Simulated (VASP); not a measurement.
**ZrSe2 under changes of volume**

One of the cells (26.300 Å³/atom); the others are scaled copies at fixed shape and fractional positions:

```
Zr Se
1.0
     3.82315    0.00000    0.00000
    -1.91158    3.31095    0.00000
     0.00000    0.00000    6.23301
Zr Se
1 2
Direct
  0.00000 0.00000 0.00000
  0.66667 0.33333 0.75000
  0.33333 0.66667 0.25000
```

| Item | Value |
| --- | --- |
| Program | VASP 6.6.1 |
| Functional | PBEsol |
| Potentials or basis | VASP PAW PBE potentials, release 64 (Zr_sv, Se) |
| Cutoff | 520 eV |
| k mesh | 8 × 8 × 5 |
| Occupations | fermi-dirac, width 0.05 eV |
| Spin | no spin polarisation |

```tsv
volume (Å³/atom)	energy over the lowest point (meV/atom)	pressure (GPa)	gap on the mesh (eV)	largest force (eV/Å)
24.237	?	?	?	?
24.753	4.83	2.4	0.31	0.576
25.268	0.00	0.6	0.33	0.334
26.300	6.36	-2.5	0.38	0.099
26.815	16.52	-3.8	0.40	0.294
27.331	30.73	-5.0	0.42	0.474
```

Task: What does the run at 24.237 Å³/atom give?

Result: Energy over the lowest point 15.78 meV/atom; pressure 4.4 GPa; gap on the mesh 0.28 eV; largest force 0.837 eV/Å.

Worked out: A Birch-Murnaghan fit of order 3 (a polynomial in V^(-2/3)) to the other rows has its minimum at 25.46 Å³/atom with B0 = V·E''(V) = 82 GPa and B' = 4.2 at fixed shape and positions, which overstates the stiffness. It gives 15.82 meV/atom at 24.237 Å³/atom, against the run's 15.78, and -dE/dV = 4.4 GPa, against 4.4. A straight line through the other rows of the gap, of slope 1.13 eV per unit of ln V, extrapolates to 0.29 eV, against the run's 0.28.

Energies are extrapolated to zero smearing.

Caveats: the PAW data sets were made with another functional, which shifts forces and pressure a little; an odd mesh through Γ misses points on the zone boundary, where band edges often lie; this functional lacks dispersion, which binds the layers, so the pressure and a relaxed spacing across them are unreliable. Spin-orbit coupling on Se, Zr is left out.
